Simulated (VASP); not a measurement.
A run of VASP 6.6.1 is set up as follows.

INCAR

```
PREC = Accurate ; ENCUT = 600
EDIFF = 1E-7 ; ISMEAR = 1
SIGMA = 0.2 ; LREAL = F
LASPH = T ; NELM = 100
ALGO = Fast ; ISIF = 3
LWAVE = F ; LCHARG = F
GGA = PS ; IBRION = 2
NSW = 100 ; EDIFFG = -0.002
PSTRESS = 101.0
```

File KPOINTS:

```
Automatic mesh
0
Gamma
  16 16 16
```

File POSCAR:

```
Bi
1.0
   -1.9814305318      1.9814305318      1.9814305318
    1.9814305318     -1.9814305318      1.9814305318
    1.9814305318      1.9814305318     -1.9814305318
Bi
1
Direct
    0.0000000000      0.0000000000      0.0000000000
```

Potentials or basis: VASP PAW PBE potentials, release 64 (Bi_d).

Run with:

```bash
$ cat potpaw_PBE.64/Bi_d/POTCAR > POTCAR
$ mpirun -np 1 vasp_std > vasp.out
```

Question: Predict the relaxed volume.

Answer: 26.46 Å³/atom.

Question: Predict the band gap on the k mesh.

Answer: None (metal or under the smearing width).

Final structure:
```cif
data_structure
_symmetry_space_group_name_H-M 'P 1'
_symmetry_Int_Tables_number 1
_cell_length_a 3.2515
_cell_length_b 3.2515
_cell_length_c 3.2515
_cell_angle_alpha 109.471
_cell_angle_beta 109.471
_cell_angle_gamma 109.471
_cell_volume 26.46
loop_
_atom_site_label
_atom_site_type_symbol
_atom_site_fract_x
_atom_site_fract_y
_atom_site_fract_z
_atom_site_occupancy
Bi1 Bi 0.00000 0.00000 0.00000 1
```

Caveat: the cell is relaxed towards a set pressure, so the enthalpy falls and the energy may rise; the PAW data sets were made with another functional, which shifts forces and pressure a little; spin-orbit coupling is left out, which moves the levels of the heavy elements.
